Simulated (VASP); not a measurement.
# ZrB2 (P6/mmm) in VASP: notebook

The runs below take ZrB2 through relaxation of cell and atoms, with PBE.

Program: VASP 6.6.1. These are calculated values, not measurements. Logs are shortened: lines on timing, memory, paths and dates and some standing lists are left out, and cuts for length are marked.

## 1. The structure

The structure is hexagonal, space group P6/mmm (No. 191). Conventional cell: a = 3.170 Å, b = 3.170 Å, c = 3.533 Å, α = 90.00°, β = 90.00°, γ = 120.00°. Zr (site symmetry 6/mmm) is surrounded by 12 B at 2.54 Å. Around B (site symmetry -6m2) lie 3 B at 1.83 Å.

## 2. Relaxation of cell and atoms, PBE

File INCAR:

```
SYSTEM = ZrB2
ALGO = Normal
EDIFF = 1E-7
EDIFFG = -0.002
ENCUT = 520
GGA = PE
IBRION = 2
ISIF = 3
ISMEAR = 0
LASPH = .True.
LCHARG = .False.
LREAL = .False.
LWAVE = .False.
NELM = 100
NSW = 80
PREC = Accurate
SIGMA = 0.3
```

File KPOINTS:

```
k-points
0
Gamma
  15 15 12
  0 0 0
```

File POSCAR:

```
ZrB2
1.0
    3.1700000000      0.0000000000      0.0000000000
   -1.5850000000      2.7453005300      0.0000000000
    0.0000000000      0.0000000000      3.5330000000
Zr B
1 2
Direct
    0.0000000000      0.0000000000      0.0000000000
    0.3333333300      0.6666666700      0.5000000000
    0.6666666700      0.3333333300      0.5000000000
```

Potentials or basis: VASP PAW PBE potentials, release 64 (Zr_sv, B).

The run is started by

```bash
cat potpaw_PBE.64/Zr_sv/POTCAR potpaw_PBE.64/B/POTCAR > POTCAR
mpirun -np 1 vasp_std > vasp.out
```

OUTCAR:

```text
SYSTEM = ZrB2
   EDIFF = 1E-7
   EDIFFG = -0.002
   ENCUT = 520
   GGA = PE
   IBRION = 2
   ISIF = 3
   ISMEAR = 0
   LASPH = .True.
   LREAL = .False.
   NELM = 100
   NSW = 80
   PREC = Accurate

 ion  position               nearest neighbor table
   1  0.000  0.000  0.000-   2 2.54   3 2.54   2 2.54   3 2.54   3 2.54   3 2.54   2 2.54   2 2.54
                             3 2.54   3 2.54   2 2.54   2 2.54
   2  0.333  0.667  0.500-   3 1.83   3 1.83   3 1.83   1 2.54   1 2.54   1 2.54   1 2.54   1 2.54
                             1 2.54
   3  0.667  0.333  0.500-   2 1.83   2 1.83   2 1.83   1 2.54   1 2.54   1 2.54   1 2.54   1 2.54
                             1 2.54

  LATTYP: Found a hexagonal cell.
 ALAT       =     3.1700000000
 C/A-ratio  =     1.1145110410

  Lattice vectors:

 A1 = (   3.1700000000,   0.0000000000,   0.0000000000)
 A2 = (  -1.5850000000,   2.7453005300,   0.0000000000)
 A3 = (   0.0000000000,   0.0000000000,   3.5330000000)

Analysis of symmetry for initial positions (statically):
=====================================================================
 Subroutine PRICEL returns:
 Original cell was already a primitive cell.

 Routine SETGRP: Setting up the symmetry group for a
 hexagonal supercell.

 Subroutine GETGRP returns: Found 24 space group operations
 (whereof 24 operations were pure point group operations)
 out of a pool of 24 trial point group operations.

The static configuration has the point symmetry D_6h.

Analysis of symmetry for dynamics (positions and initial velocities):
=====================================================================
 Subroutine PRICEL returns:
 Original cell was already a primitive cell.

 Routine SETGRP: Setting up the symmetry group for a
 hexagonal supercell.

 Subroutine GETGRP returns: Found 24 space group operations
 (whereof 24 operations were pure point group operations)
 out of a pool of 24 trial point group operations.

The dynamic configuration has the point symmetry D_6h.

 Subroutine INISYM returns: Found 24 space group operations
 (whereof 24 operations are pure point group operations),
 and found     1 'primitive' translations

----------------------------------------------------------------------------------------

                                     Primitive cell

  volume of cell :      30.7463

  direct lattice vectors                    reciprocal lattice vectors
     3.170000000  0.000000000  0.000000000     0.315457413  0.182129422  0.000000000
    -1.585000000  2.745300530  0.000000000     0.000000000  0.364258845  0.000000000
     0.000000000  0.000000000  3.533000000     0.000000000  0.000000000  0.283045570

  length of vectors
     3.170000000  3.170000000  3.533000000     0.364258845  0.364258845  0.283045570

  position of ions in fractional coordinates (direct lattice)
     0.000000000  0.000000000  0.000000000
     0.333333330  0.666666670  0.500000000
     0.666666670  0.333333330  0.500000000

  ion indices of the primitive-cell ions
   primitive index   ion index
                 1           1
                 2           2
                 3           3

----------------------------------------------------------------------------------------

 KPOINTS: k-points

Automatic generation of k-mesh.
 Grid dimensions read from file:
 generate k-points for:   15   15   12

 Generating k-lattice:

  Cartesian coordinates                     Fractional coordinates (reciprocal lattice)
     0.021030494  0.012141961  0.000000000     0.066666667  0.000000000  0.000000000
     0.000000000  0.024283923  0.000000000     0.000000000  0.066666667  0.000000000
     0.000000000  0.000000000  0.023587131     0.000000000  0.000000000  0.083333333

  Length of vectors
     0.024283923  0.024283923  0.023587131

  Shift w.r.t. Gamma in fractional coordinates (k-lattice)
     0.000000000  0.000000000  0.000000000

 Subroutine IBZKPT returns following result:
 ===========================================

 Found    189 irreducible k-points:

 Following reciprocal coordinates:
            Coordinates               Weight
  0.000000  0.000000  0.000000      1.000000
  0.066667  0.000000  0.000000      6.000000
  0.133333  0.000000  0.000000      6.000000
  0.200000 -0.000000  0.000000      6.000000
  0.266667  0.000000  0.000000      6.000000
  0.333333 -0.000000  0.000000      6.000000
[... 16 lines left out ...]
  0.333333  0.200000  0.000000     12.000000
  0.400000  0.200000  0.000000      6.000000
 [... further k-points ...]
   k-points           NKPTS =    189   k-points in BZ     NKDIM =    189   number of bands    NBANDS=     13
   number of dos      NEDOS =    301   number of ions     NIONS =      3
   total plane-waves  NPLWV =  16128
   dimension x,y,z NGX =    24 NGY =   24 NGZ =   28
   dimension x,y,z NGXF=    48 NGYF=   48 NGZF=   56
   ions per type =               1   2
   NGX,Y,Z   is equivalent  to a cutoff of  12.59, 12.59, 13.18 a.u.
   NGXF,Y,Z  is equivalent  to a cutoff of  25.17, 25.17, 26.35 a.u.
 SYSTEM =  ZrB2
   PREC   = accura    normal or accurate (medium, high low for compatibility)
   ISTART =      0    job   : 0-new  1-cont  2-samecut
   ICHARG =      2    charge: 1-file 2-atom 10-const
   ISPIN  =      1    spin polarized calculation?
   LNONCOLLINEAR =      F non collinear calculations
   LSORBIT =      F    spin-orbit coupling
   LASPH  =      T    aspherical Exc in radial PAW
   ENCUT  =  520.0 eV  38.22 Ry    6.18 a.u.   5.89  5.89  6.57*2*pi/ulx,y,z
   NELM   =    100;   NELMIN=  2; NELMDL= -5     # of ELM steps
   EDIFF  = 0.1E-06   stopping-criterion for ELM
   LREAL  =      F    real-space projection
   EDIFFG = -.2E-02   stopping-criterion for IOM
   NSW    =     80    number of steps for IOM
   IBRION =      2    ionic relax: 0-MD 1-quasi-New 2-CG
   NFREE  =      1    steps in history (QN), initial steepest desc. (CG)
   ISIF   =      3    stress and relaxation
   ISYM   =      2    0-nonsym 1-usesym 2-fastsym
   POTIM  = 0.5000    time-step for ionic-motion
   TEBEG  =    0.0;   TEEND  =   0.0 temperature during run
   PSTRESS=    0.0 pullay stress
   NELECT =      18.0000    total number of electrons
   NUPDOWN=      -1.0000    fix difference up-down
   EMIN   =  10.00;   EMAX   =-10.00  energy-range for DOS
   EFERMI =   0.00;   METHOD = LEGACY
   ISMEAR =     0;   SIGMA  =   0.30  broadening in eV -4-tet -1-fermi 0-gaus
   EFERMI_NEDOS =   21; number of points for ismear=-14 and -15
   IALGO  =     38    algorithm
   IMIX   =      4    mixing-type and parameters
     AMIX     =   0.40;   BMIX     =  1.00
     AMIX_MAG =   1.60;   BMIX_MAG =  1.00
  volume/ion in A,a.u.               =      10.25        69.16
  Fermi-wavevector in a.u.,A,eV,Ry     =   1.369519  2.588016 25.518847  1.875582
  Thomas-Fermi vector in A             =   2.495387
   LORBIT       =      0    0 simple, 1 ext, 2 COOP (PROOUT), +10 PAW based schemes
   GGA     = PE    functional components
   LHFCALC =     F    Hartree Fock is set to
   AEXX    =    0.0000 exact exchange contribution
   IVDW    =     0    specifies the selected vdW correction
   LEPSILON=     F    determine dielectric tensor
   LRPA    =     F    only Hartree local field effects (RPA)
 conjugate gradient relaxation of ions
 non-spin polarized calculation
 Gauss-broadening in eV      SIGMA  =   0.30
  energy-cutoff  :      520.00
  volume of cell :       30.75
 maximum number of plane-waves:       844
 NGX is ok and might be reduce to    24
   NGX = 11   NGY = 11   NGZ = 13

--------------------------------------- Ionic step        1  -------------------------------------------

 number of electron      18.0000000 magnetization

 Free energy of the ion-electron system (eV)
  ---------------------------------------------------
  ext. energy  EPLUGINS =         0.00000000
  ---------------------------------------------------
  free energy    TOTEN  =       -24.98371924 eV

  energy without entropy =      -24.97167232  energy(sigma->0) =      -24.97769578

------------------------ aborting loop because EDIFF is reached ----------------------------------------

  FORCE on cell =-STRESS in cart. coord.  units (eV):
  Direction    XX          YY          ZZ          XY          YZ          ZX
  --------------------------------------------------------------------------------------
  -------------------------------------------------------------------------------------
  Total        0.1359630      0.1359630      0.2661775     -0.0000000      0.0000000      0.0000000
  in kB        7.0849795      7.0849795     13.8704037     -0.0000000      0.0000000      0.0000000
  external PRESSURE =       9.3467876 kB  Pullay stress =       0.0000000 kB

 VOLUME and BASIS-vectors are now :
 -----------------------------------------------------------------------------
  energy-cutoff  :      520.00
  volume of cell :       30.75
      direct lattice vectors                 reciprocal lattice vectors
     3.170000000  0.000000000  0.000000000     0.315457413  0.182129422  0.000000000
    -1.585000000  2.745300530  0.000000000     0.000000000  0.364258845  0.000000000
     0.000000000  0.000000000  3.533000000     0.000000000  0.000000000  0.283045570
[... 75 lines left out ...]
 POSITION                                       TOTAL-FORCE (eV/Angst)
 -----------------------------------------------------------------------------------
     -1.58669      2.74823      0.00000        -0.000000      0.000000      0.000000
     -0.00000      1.83215      1.77019        -0.000000     -0.000000      0.000000
      1.58669      0.91608      1.77019         0.000000      0.000000     -0.000000
 -----------------------------------------------------------------------------------
    total drift:                               -0.000000      0.000000     -0.000000

  FREE ENERGIE OF THE ION-ELECTRON SYSTEM (eV)
  ---------------------------------------------------
  free  energy   TOTEN  =       -24.9841422324 eV

  energy  without entropy=      -24.9720493287  energy(sigma->0) =      -24.97809578

--------------------------------------- Ionic step        4  -------------------------------------------

 number of electron      18.0000000 magnetization

 Free energy of the ion-electron system (eV)
  ---------------------------------------------------
  ext. energy  EPLUGINS =         0.00000000
  ---------------------------------------------------
  free energy    TOTEN  =       -24.98417823 eV

  energy without entropy =      -24.97211436  energy(sigma->0) =      -24.97814630

 E-fermi :  10.4754     XC(G=0): -12.4242

 val. band max:       10.4660548536   @ k =   0.4000   0.1333   0.0000
 cond. band min:      10.4983780304   @ k =   0.1333   0.1333   0.2500
 fundamental gap:      0.0323231768
 Fermi energy:        10.4754218058

 k-point     1 :       0.0000    0.0000    0.0000
  band No.  band energies     occupation
      1     -38.1666      2.00000
      2     -16.3529      2.00000
      3     -15.8001      2.00000
      4     -15.8001      2.00000
      5      -2.2328      2.00000
      6       7.8744      2.00000
      7       7.8744      2.00000
      8       7.9008      2.00000
      9       8.1127      2.00000
     10      13.8649      0.00000
     11      13.8649      0.00000
     12      14.6196      0.00000
     13      14.6196      0.00000

 k-point     2 :       0.0667    0.0000    0.0000
  band No.  band energies     occupation
      1     -38.1617      2.00000
      2     -16.3455      2.00000
      3     -15.8433      2.00000
      4     -15.8094      2.00000
      5      -2.1439      2.00000
      6       7.6057      2.00000
      7       7.8764      2.00000
      8       7.9883      2.00000
      9       8.0138      2.00000
     10      13.8086      0.00000
     11      14.0107      0.00000
[... 339 lines left out ...]
 k-point    24 :       0.4000    0.2000    0.0000
  band No.  band energies     occupation
      1     -38.0423      2.00000
      2     -16.6196      2.00000
      3     -16.2226      2.00000
      4     -16.1669      2.00000
      5       2.1535      2.00000
      6       2.2326      2.00000
      7       4.9654      2.00000
      8       7.1098      2.00000
      9       9.4776      2.00000
     10      10.2513      1.70924
     11      13.2047      0.00000
     12      14.6192      0.00000
     13      16.8221      0.00000

 [... further k-points ...]

------------------------ aborting loop because EDIFF is reached ----------------------------------------

  FORCE on cell =-STRESS in cart. coord.  units (eV):
  Direction    XX          YY          ZZ          XY          YZ          ZX
  --------------------------------------------------------------------------------------
  -------------------------------------------------------------------------------------
  Total        0.0000770      0.0000770      0.0007936      0.0000000     -0.0000000      0.0000000
  in kB        0.0039968      0.0039968      0.0411912      0.0000000     -0.0000000      0.0000000
  external PRESSURE =       0.0163950 kB  Pullay stress =       0.0000000 kB

 VOLUME and BASIS-vectors are now :
 -----------------------------------------------------------------------------
  energy-cutoff  :      520.00
  volume of cell :       30.87
      direct lattice vectors                 reciprocal lattice vectors
     3.171826891  0.000000000  0.000000000     0.315275718  0.182024521 -0.000000000
    -1.585913446  2.746882664 -0.000000000     0.000000000  0.364049041 -0.000000000
     0.000000000  0.000000000  3.543089775     0.000000000  0.000000000  0.282239532

 POSITION                                       TOTAL-FORCE (eV/Angst)
 -----------------------------------------------------------------------------------
      3.17183      0.00000      0.00000         0.000000     -0.000000      0.000000
     -0.00000      1.83126      1.77154         0.000000      0.000000      0.000000
      1.58591      0.91563      1.77154        -0.000000     -0.000000     -0.000000
 -----------------------------------------------------------------------------------
    total drift:                                0.000000     -0.000000     -0.000000

  FREE ENERGIE OF THE ION-ELECTRON SYSTEM (eV)
  ---------------------------------------------------
  free  energy   TOTEN  =       -24.9841782317 eV

  energy  without entropy=      -24.9721143604  energy(sigma->0) =      -24.97814630

 reached required accuracy - stopping structural energy minimisation
```

It took 59 s on 1 thread of Intel Xeon 6975P-C (Granite Rapids), shared host; peak memory 0.21 GiB.

What came out:

```
Free energy                            : -24.9842 eV
Relaxed volume                         : 10.29 Å³/atom
Relaxed cell                           : a = 3.172 Å, b = 3.172 Å, c = 3.543 Å, α = 90.00°, β = 90.00°, γ = 120.00°
Space group after relaxing (to 0.05 Å) : P6/mmm (No. 191)
Energy gained by relaxing              : 0.2 meV/atom
Ionic steps                            : 4
Pressure after relaxing                : 0.0 GPa
Band gap on the k mesh                 : none (metal or under the smearing width)
```

The path:
| step | energy change (eV) | largest force (eV/Å) | pressure (GPa) | volume (Å³) |
| --- | --- | --- | --- | --- |
| 1 | 0.0000 | 0.0000 | 0.93 | 30.75 |
| 2 | 0.0000 | 0.0000 | -1.10 | 31.01 |
| 3 | -0.0004 | 0.0000 | -0.07 | 30.88 |
| 4 | -0.0005 | 0.0000 | 0.00 | 30.87 |

Final structure:
```cif
data_structure
_symmetry_space_group_name_H-M 'P 1'
_symmetry_Int_Tables_number 1
_cell_length_a 3.1718
_cell_length_b 3.1718
_cell_length_c 3.5431
_cell_angle_alpha 90.000
_cell_angle_beta 90.000
_cell_angle_gamma 120.000
_cell_volume 30.87
loop_
_atom_site_label
_atom_site_type_symbol
_atom_site_fract_x
_atom_site_fract_y
_atom_site_fract_z
_atom_site_occupancy
Zr1 Zr 0.00000 0.00000 0.00000 1
B1 B 0.33333 0.66667 0.50000 1
B2 B 0.66667 0.33333 0.50000 1
```

## 3. Relaxation of cell and atoms, PBE

This run uses another cell than the first one, of 10.29 Å³/atom, 1.004 times its volume.

INCAR is that of step 2.

KPOINTS is that of step 2.

File POSCAR:

```
ZrB2                                    
1.0
    3.1718268914      0.0000000000      0.0000000000
   -1.5859134457      2.7468826644     -0.0000000000
    0.0000000000      0.0000000000      3.5430897755
  Zr              B             
     1     2
Direct
     1.0000000000000000    0.0000000000000000    0.0000000000000000
     0.3333333300000021    0.6666666699999979    0.5000000000000000
     0.6666666699999979    0.3333333300000021    0.5000000000000000
```

Potentials or basis: VASP PAW PBE potentials, release 64 (Zr_sv, B).

The run is started by

```bash
cat potpaw_PBE.64/Zr_sv/POTCAR potpaw_PBE.64/B/POTCAR > POTCAR
mpirun -np 1 vasp_std > vasp.out
```

Wall time 21 s (1 thread of Intel Xeon 6975P-C (Granite Rapids), shared host); peak memory 0.2 GiB.

It converged, with:

```
Free energy             : -24.9843 eV
Pressure after relaxing : 0.0 GPa
Band gap on the k mesh  : none (metal or under the smearing width)
```

Final structure:
```xyz
3
Lattice="3.1718 0.0000 0.0000 -1.5859 2.7469 0.0000 0.0000 0.0000 3.5431" Properties=species:S:1:pos:R:3 pbc="T T T"
Zr    0.0000    0.0000    0.0000
B     0.0000    1.8313    1.7715
B     1.5859    0.9156    1.7715
```

Levels at points of the mesh, in eV from the Fermi level:
```tsv
k point	band 7	band 8	band 9	band 10	band 11	band 12
(0.00, 0.00, 0.00)	-2.60	-2.57	-2.36	3.39	3.39	4.14
(0.00, 0.00, 0.50)	-0.95	-0.95	0.35	0.35	0.78	0.78
```

Caveat: the relaxation stopped at its first step, so nothing moved.
